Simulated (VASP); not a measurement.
A run of VASP 6.6.1 is set up as follows.

Contents of INCAR:

```
SYSTEM = TePb
PREC     = Accurate       ! precision mode
ENCUT    = 520            ! plane-wave cutoff, eV
EDIFF    = 1E-6           ! SCF threshold, eV
ISMEAR   = -1             ! smearing method
SIGMA    = 0.05           ! smearing width, eV
LREAL    = .FALSE.        ! projectors in reciprocal space
LASPH    = .TRUE.         ! aspherical terms in the spheres
NELM     = 100            ! most SCF steps
ALGO     = Normal         ! electronic algorithm
ISIF     = 2              ! what is computed and relaxed
LWAVE    = .FALSE.        ! write WAVECAR
LCHARG   = .FALSE.        ! write CHGCAR
METAGGA  = SCAN           ! meta-GGA
LMIXTAU  = .TRUE.       
NBANDS   = 17             ! bands
```

The input KPOINTS:

```
regular mesh
0
G
  7 7 7
  0 0 0
```

File POSCAR:

```
TePb
1.0
    0.0000000000      3.2310000000      3.2310000000
    3.2310000000      0.0000000000      3.2310000000
    3.2310000000      3.2310000000      0.0000000000
Pb Te
1 1
Direct
    0.0000000000      0.0000000000      0.0000000000
    0.5000000000      0.5000000000      0.5000000000
```

Contents of KPOINTS_OPT:

```
path GXWKGLUWLK,UX
20
line-mode
reciprocal
 0.0000000000  0.0000000000  0.0000000000  G
 0.5000000000  0.0000000000  0.5000000000  X

 0.5000000000  0.0000000000  0.5000000000  X
 0.5000000000  0.2500000000  0.7500000000  W

 0.5000000000  0.2500000000  0.7500000000  W
 0.3750000000  0.3750000000  0.7500000000  K

 0.3750000000  0.3750000000  0.7500000000  K
 0.0000000000  0.0000000000  0.0000000000  G

 0.0000000000  0.0000000000  0.0000000000  G
 0.5000000000  0.5000000000  0.5000000000  L

 0.5000000000  0.5000000000  0.5000000000  L
 0.6250000000  0.2500000000  0.6250000000  U

 0.6250000000  0.2500000000  0.6250000000  U
 0.5000000000  0.2500000000  0.7500000000  W

 0.5000000000  0.2500000000  0.7500000000  W
 0.5000000000  0.5000000000  0.5000000000  L

 0.5000000000  0.5000000000  0.5000000000  L
 0.3750000000  0.3750000000  0.7500000000  K

 0.6250000000  0.2500000000  0.6250000000  U
 0.5000000000  0.0000000000  0.5000000000  X
```

Potentials or basis: VASP PAW PBE potentials, release 64 (Pb_d, Te).

Command:

```sh
$ cat potpaw_PBE.64/Pb_d/POTCAR potpaw_PBE.64/Te/POTCAR > POTCAR
$ mpirun -np 1 vasp_std > vasp.out
```

Question: Estimate the pressure.

Answer: 0.6 GPa.

Question: Estimate the band gap along the path.

Answer: 0.85 eV, direct.

Levels at the corners of the path, in eV from the Fermi level:
```csv
point,band 8,band 9,band 10,band 11,band 12,band 13
Γ,-1.97,-1.97,-1.97,3.64,3.64,3.65
X,-5.15,-3.44,-3.44,3.21,5.12,5.12
X,-5.15,-3.44,-3.44,3.21,5.12,5.12
W,-4.43,-4.43,-0.87,1.19,5.07,5.07
W,-4.43,-4.43,-0.87,1.19,5.07,5.07
K,-4.76,-2.91,-2.66,3.29,3.36,5.00
K,-4.76,-2.91,-2.66,3.29,3.36,5.00
Γ,-1.97,-1.97,-1.97,3.64,3.64,3.65
Γ,-1.97,-1.97,-1.97,3.64,3.64,3.65
L,-1.41,-1.41,-0.46,0.39,0.75,0.75
L,-1.41,-1.41,-0.46,0.39,0.75,0.75
U,-4.76,-2.91,-2.66,3.29,3.36,5.00
U,-4.76,-2.91,-2.66,3.29,3.36,5.00
W,-4.43,-4.43,-0.87,1.19,5.07,5.07
W,-4.43,-4.43,-0.87,1.19,5.07,5.07
L,-1.41,-1.41,-0.46,0.39,0.75,0.75
L,-1.41,-1.41,-0.46,0.39,0.75,0.75
K,-4.76,-2.91,-2.66,3.29,3.36,5.00
U,-4.76,-2.91,-2.66,3.29,3.36,5.00
X,-5.15,-3.44,-3.44,3.21,5.12,5.12
```

Caveat: this odd mesh misses L, where the gap lies, so gap, dielectric constants and Born charges aren't listed; the PAW data sets were made with another functional, which shifts forces and pressure a little; spin-orbit coupling is left out, which moves the levels of the heavy elements.

**Measured values to compare with.**

From a printed reference work, monograph, for a bulk crystal of TePb at 4.2 K: band gap 0.19 eV (direct).

A measured gap of TePb is 0.19 eV (direct; 4.2 K; a printed reference work, monograph); the calculated 0.85 eV misses it by +0.66 eV. Spin-orbit coupling on Pb, Te is left out. The value is that of SCAN, without temperature or zero-point motion.
